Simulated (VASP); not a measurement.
Ru:

```
CELL_PARAMETERS angstrom
-1.46157 1.46157 1.46157
1.46157 -1.46157 1.46157
1.46157 1.46157 -1.46157
ATOMIC_POSITIONS crystal
Ru 0.00000 0.00000 0.00000
```

The cell was built by a generator and needn't be a form met in nature.

```yaml
Program: VASP 6.6.1
Task: relaxation of cell and atoms
Functional: PBEsol
Potentials_or_basis: VASP PAW PBE potentials, release 64 (Ru_pv)
Cutoff: 600 eV
k_mesh: 18 × 18 × 18
Occupations: methfessel-paxton, width 0.1 eV
Spin: no spin polarisation
```

At the start: pressure 37.7 GPa; volume 12.49 Å³/atom.

**Question.** Where does the relaxation end?

**Answer.** Over 5 steps the energy falls by 134.0 meV/atom and the volume is 13.73 Å³/atom (+10.0 %); space group Im-3m (No. 229, to 0.05 Å).

The path:
```tsv
step	energy change (eV)	largest force (eV/Å)	pressure (GPa)	volume (Å³)
1	0.0000	0.0000	37.74	12.49
2	0.7933	0.0000	-44.93	18.60
3	-0.1318	0.0000	-3.97	13.91
4	-0.1340	0.0000	-0.51	13.76
5	-0.1340	0.0000	0.08	13.73
```

Final structure:
```cif
data_structure
_symmetry_space_group_name_H-M 'P 1'
_symmetry_Int_Tables_number 1
_cell_length_a 2.6129
_cell_length_b 2.6129
_cell_length_c 2.6129
_cell_angle_alpha 109.471
_cell_angle_beta 109.471
_cell_angle_gamma 109.471
_cell_volume 13.73
loop_
_atom_site_label
_atom_site_type_symbol
_atom_site_fract_x
_atom_site_fract_y
_atom_site_fract_z
_atom_site_occupancy
Ru1 Ru 0.00000 0.00000 0.00000 1
```

Caveat: the PAW data sets were made with another functional, which shifts forces and pressure a little.
